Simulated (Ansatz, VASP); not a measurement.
Given: the input of a run of Ansatz 0.2.0 on Y.

input.yaml

```yaml
crystal:
  lattice:
    - [0.0, 2.5519910612, 2.5519910612]
    - [2.5519910612, 0.0, 2.5519910612]
    - [2.5519910612, 2.5519910612, 0.0]
  atoms:
    - { symbol: "Y", position: [0.0, 0.0, 0.0] }
hamiltonian:
  xc: pbe
  pseudopotentials: { kind: paw }
kpoints:
  mp_grid: { grid: [9, 9, 9] }
scf:
  occupations: { method: fermi_dirac, width: 0.05 }
output:
  forces: true
  stress: true
  eigenvalues: true
```

Potentials or basis: Ansatz PAW.

Launch:

```console
$ ansatz run input.yaml --threads 1 --pin off --max-ram 3584MiB --backend cpu --events-out ev --progress --plain --runs-dir out
```

**Question.** Set up the same calculation for VASP 6.6.1. Potentials there: VASP PAW PBE potentials, release 64 (Y_sv).

**Answer.** As run (the cutoff follows the program's own potentials):

Contents of INCAR:

```
PREC = Accurate
ENCUT = 520
EDIFF = 1E-7
ISMEAR = -1
SIGMA = 0.05
LREAL = F
LASPH = T
NELM = 60
ALGO = Normal
ISIF = 2
LWAVE = F
LCHARG = F
GGA = PE
NBANDS = 12
```

KPOINTS

```
regular mesh
0
Gamma
  9 9 9
```

Contents of POSCAR:

```
Y
1.0
    0.0000000000      2.5519910612      2.5519910612
    2.5519910612      0.0000000000      2.5519910612
    2.5519910612      2.5519910612      0.0000000000
Y
1
Direct
    0.0000000000      0.0000000000      0.0000000000
```

Potentials or basis: VASP PAW PBE potentials, release 64 (Y_sv).

Launch:

```bash
$ cat potpaw_PBE.64/Y_sv/POTCAR > POTCAR
$ mpirun -np 1 vasp_std > vasp.out
```

Both were run:

|  | VASP | Ansatz | Ansatz less VASP |
| --- | --- | --- | --- |
| gap on the k mesh at the Fermi level (eV) | none | none | - |
| pressure (GPa) | -0.9 | -0.8 | +0.10 |

A gap of «none» marks a metal or a gap that the smearing closes.
